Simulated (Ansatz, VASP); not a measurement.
# InAs in two plane-wave programs, part 2 of 2

One calculation is typed for both programs; each brings its own data sets. How far apart do they land? The structure shown is the end of the Ansatz relaxation below.

VASP 6.6.1 and Ansatz 0.2.0.

So far. Step 3 (VASP: single point, PBEsol, pair 1): The run ends at a pressure of 0.34 GPa.

## (6) VASP: single point, PBEsol, pair 2

Level of this step: PBEsol; plane waves and PAW (In_d, As) (VASP).

The same cell, functional, mesh and smearing now go to VASP, with its own data sets.

File INCAR:

```
SYSTEM = InAs
PREC = Accurate
ENCUT = 500
EDIFF = 1E-06
NELM = 120
ISMEAR = -1
SIGMA = 0.02
LREAL = .FALSE.
ALGO = Normal
GGA = PS
NBANDS = 24
LORBIT = 11
LWAVE = .FALSE.
LCHARG = .FALSE.
ISIF = 2
LASPH = .TRUE.
GGA_COMPAT = .FALSE.
EFERMI = MIDGAP
KPAR = 2
```

File POSCAR:

```
InAs
1.0
    4.3541209380      0.0000000000      0.0000000000
    0.0000000000      4.3541209380      0.0000000000
    0.0000000000      0.0000000000      5.9055239300
In As
2 2
Direct
    0.0000000000      0.0000000000      0.0000000000
    0.5000000000      0.5000000000      0.5000000000
    0.5000000000      0.0000000000      0.7500000000
    0.0000000000      0.5000000000      0.2500000000
```

File KPOINTS:

```
Automatic mesh
0
Gamma
7 7 5
0 0 0
```

Potentials, in the order of the species: In_d and As (PBE family, release 64).

On the command line:

```console
$ mpirun -np 2 vasp_std
```

Numbers of over 12 decimals in the logs are rounded to 6 here.

Output:

```text
[banner, memory and clock lines left out]
running    2 mpi-ranks, on    1 nodes
[...]
[... a notice as in an earlier step ...]

 LDA part: xc-table for (Slater+PW92), standard interpolation
 POSCAR, INCAR and KPOINTS ok, starting setup
[...]
entering main loop
       N       E                     dE             d eps       ncg     rms          rms(c)
DAV:   1     0.289844352825E+03    0.28984E+03   -0.16220E+04  1440   0.161E+03
DAV:   2     0.940275520098E+01   -0.28044E+03   -0.27425E+03  1504   0.390E+02
DAV:   3    -0.165988955260E+02   -0.26002E+02   -0.25848E+02  1848   0.134E+02
DAV:   4    -0.174958905169E+02   -0.89699E+00   -0.89645E+00  1584   0.277E+01
[...]
DAV:  12    -0.169627619544E+02    0.78445E-06   -0.24664E-05  1560   0.437E-02    0.260E-02
DAV:  13    -0.169627609303E+02    0.10241E-05   -0.45182E-06  1568   0.140E-02    0.144E-02
DAV:  14    -0.169627610498E+02   -0.11946E-06   -0.87190E-07  1064   0.584E-03
   1 F= -.16962761E+02 E0= -.16962748E+02  d E =-.251766E-04
```

OUTCAR, selected parts (step 6):

```text
  Total        0.0537626      0.0537626      0.9030790      0.0000000      0.0000000      0.0000000
  in kB        0.7693635      0.7693635     12.9234032      0.0000000      0.0000000      0.0000000
  external PRESSURE =       4.8207101 kB  Pullay stress =       0.0000000 kB

 POSITION                                       TOTAL-FORCE (eV/Angst)
 -----------------------------------------------------------------------------------
      0.00000      0.00000      0.00000        -0.000000      0.000000     -0.000000
      2.17706      2.17706      2.95276         0.000000     -0.000000      0.000000
      2.17706      0.00000      4.42914        -0.000000     -0.000000     -0.000000
      0.00000      2.17706      1.47638        -0.000000     -0.000000     -0.000000
 -----------------------------------------------------------------------------------
    total drift:                                0.000000      0.000000     -0.000000

  FREE ENERGIE OF THE ION-ELECTRON SYSTEM (eV)
  ---------------------------------------------------
  free  energy   TOTEN  =       -16.9627610498 eV

  energy  without entropy=      -16.9627358732  energy(sigma->0) =      -16.96274846

[... 1 part as in an earlier step ...]

[... 2 further parts left out ...]
[key lines of the parts left out:]
E-fermi :   4.2834
```

The run ends at a pressure of 0.48 GPa.

## (7) Comparison

What differs besides the data sets and the points named for the pairs above, as far as they apply: the data sets hold 56 valence electrons in Ansatz (on its PAW soft_1 files) and 36 in VASP. Total energies have different zeros and are not compared.

Compared:

| quantity | Ansatz | VASP | difference |
| --- | --- | --- | --- |
| pressure (GPa) | 0.40 | 0.48 | -0.08 |
| gap on the k mesh (eV) | 0.186 | 0.186 | 0.000 |

A gap on the mesh is an upper bound, since the band edges may lie between its points.

## (8) Ansatz: relaxation, PBEsol

This run makes the geometry at which the two programs are then compared. The cell compared in this pair holds 112.57 Å³, against 111.96 Å³ for the pair before.

The structure compared here is the end of the Ansatz relaxation.

File input.yaml:

```yaml
crystal:
  lattice:
    - [4.315748465, 0.0, 0.0]
    - [0.0, 4.315748465, 0.0]
    - [0.0, 0.0, 6.02728731]
  atoms:
    - { symbol: In, position: [0.0, 0.0, 0.0] }
    - { symbol: In, position: [0.5, 0.5, 0.5] }
    - { symbol: As, position: [0.5, 1.0, 0.75] }
    - { symbol: As, position: [0.0, 0.5, 0.25] }
kpoints:
  mp_grid: { grid: [7, 7, 5] }
scf:
  occupations: { method: fermi_dirac, width: 0.02 }
hamiltonian:
  xc: pbesol
  pseudopotentials: { kind: paw, azcp: { folder: soft_1 }, xc_functional: pbe }
basis:
  ecutwfc: 600
output:
  forces: true
  stress: true
relax:
  f_tol: 0.005
  max_steps: 70
  cell: { stress_tol: 0.02, p_target: 0, fix: [c, alpha, beta, gamma] }
```

On the command line:

```console
$ ansatz run input.yaml --threads 4 --pin off --max-ram 10240MiB --backend cpu --events-out ev --progress --plain --runs-dir out
```

Output:

```text
[...]
Crystal: 4 atoms, lattice volume = 112.262 Å³
Basis set: ecut = 600 eV, 3753 PW (Γ), exchange–correlation on 72×72×100 points (8 copies of the dense FFT grid, shifted against one another)
Bands: 34, of which v1, the nominal top of the filled ones, is band 28 counted from 1 (27 counted from 0)
Symmetry: 16 space group operations
[...]
0.000000       0.000000       0.368836
  P = ⅓ Tr σ = 0.1228 GPa (1.228 kbar)
--- Relaxed structure (3 steps of the walk, 3 accepted, 1 SCFs on fresh bases) ---
[...]
cell:  # Å, volume = 112.5730 Å³
    - [4.321716, 0, 0]
    - [0, 4.321716, 0]
    - [0, 0, 6.02728731]
  atoms:
    - { symbol: In, position: [0, 0, 0] }
    - { symbol: In, position: [0.5, 0.5, 0.5] }
    - { symbol: As, position: [0.5, 1.0, 0.75] }
    - { symbol: As, position: [0, 0.5, 0.25] }
[key lines of the parts left out:]
SCF converged after 6 iterations
Free energy (F): -20677.789370 eV
Fermi energy:    7.319874 eV
```

## (9) VASP: single point, PBEsol, pair 3

The same cell, functional, mesh and smearing now go to VASP, with its own data sets.

INCAR, as its differences from that of step 6:

```diff
@@ -17,3 +17,2 @@
 GGA_COMPAT = .FALSE.
-EFERMI = MIDGAP
 KPAR = 2
```

File POSCAR:

```
InAs
1.0
    4.3217155010      0.0000000000      0.0000000000
    0.0000000000      4.3217155010      0.0000000000
    0.0000000000      0.0000000000      6.0272873100
In As
2 2
Direct
    0.0000000000      0.0000000000      0.0000000000
    0.5000000000      0.5000000000      0.5000000000
    0.5000000000      0.0000000000      0.7500000000
    0.0000000000      0.5000000000      0.2500000000
```

KPOINTS is that of step 6.

On the command line:

```console
$ mpirun -np 2 vasp_std
```

Output:

```text
[... set-up lines as in an earlier step ...]
 entering main loop
       N       E                     dE             d eps       ncg     rms          rms(c)
DAV:   1     0.293281277310E+03    0.29328E+03   -0.16181E+04  1440   0.160E+03
DAV:   2     0.104743908396E+02   -0.28281E+03   -0.27612E+03  1496   0.390E+02
DAV:   3    -0.165487967072E+02   -0.27023E+02   -0.26849E+02  1832   0.136E+02
DAV:   4    -0.175047163837E+02   -0.95592E+00   -0.95524E+00  1648   0.284E+01
[...]
DAV:  12    -0.169744827944E+02    0.10066E-05   -0.24468E-05  1528   0.439E-02    0.252E-02
DAV:  13    -0.169744817477E+02    0.10466E-05   -0.49267E-06  1664   0.144E-02    0.131E-02
DAV:  14    -0.169744819083E+02   -0.16055E-06   -0.90314E-07  1072   0.593E-03
   1 F= -.16974482E+02 E0= -.16974372E+02  d E =-.219764E-03
```

OUTCAR, selected parts (step 9):

```text
  Total        0.0524705      0.0524705      0.3116543      0.0000000      0.0000000      0.0000000
  in kB        0.7467778      0.7467778      4.4355699      0.0000000      0.0000000      0.0000000
  external PRESSURE =       1.9763752 kB  Pullay stress =       0.0000000 kB

 POSITION                                       TOTAL-FORCE (eV/Angst)
 -----------------------------------------------------------------------------------
      0.00000      0.00000      0.00000        -0.000000      0.000000     -0.000000
      2.16086      2.16086      3.01364         0.000000     -0.000000      0.000000
      2.16086      0.00000      4.52047        -0.000000     -0.000000     -0.000000
      0.00000      2.16086      1.50682        -0.000000      0.000000     -0.000000
 -----------------------------------------------------------------------------------
    total drift:                                0.000000      0.000000     -0.000000

  FREE ENERGIE OF THE ION-ELECTRON SYSTEM (eV)
  ---------------------------------------------------
  free  energy   TOTEN  =       -16.9744819083 eV

  energy  without entropy=      -16.9742621443  energy(sigma->0) =      -16.97437203

[... 1 part as in an earlier step ...]

[... 2 further parts left out ...]
[key lines of the parts left out:]
E-fermi :   4.2118
```

The run ends at a pressure of 0.20 GPa.

## (10) Comparison

What differs besides the data sets and the points named for the pairs above, as far as they apply: the data sets hold 56 valence electrons in Ansatz (on its PAW soft_1 files) and 36 in VASP. Total energies have different zeros and are not compared.

Compared:

| quantity | Ansatz | VASP | difference |
| --- | --- | --- | --- |
| pressure (GPa) | 0.12 | 0.20 | -0.07 |
| gap on the k mesh (eV) | 0.063 | 0.064 | 0.000 |

A gap on the mesh is an upper bound, since the band edges may lie between its points.

## (11) Outcome

```
difference in gap on the k mesh (single point, PBEsol, pair 1) : -3.1e-4 eV
difference in gap on the k mesh (single point, PBEsol, pair 2) : -4.6e-4 eV
difference in gap on the k mesh (single point, PBEsol, pair 3) : -9.0e-5 eV
```

**Reading.** The difference in gap on the k mesh is -4.6e-4 eV (single point, PBEsol, pair 2), within the 0.08 eV picked in this series as the mark of a large difference. The data sets hold unlike numbers of valence electrons (56 in Ansatz and 36 in VASP), so part of the differences comes from the potentials. 3 further runs of this series are not shown here. Such differences can come from data sets, numerical settings and the points named under the comparisons, not from the functional's error against experiment.

[Lines on the potential files, build, host, timing and source positions are cut from VASP's logs without a mark.]

[Logs are printed without paths, hosts, clocks, repeated set-up lines and the standing remarks that a program may print on its own settings, such as how far it seeks lower states.]

[Hosts, paths, dates, database ids (printed as entryN), source tags and the programs' standing remarks are cut or masked in the printed files.]
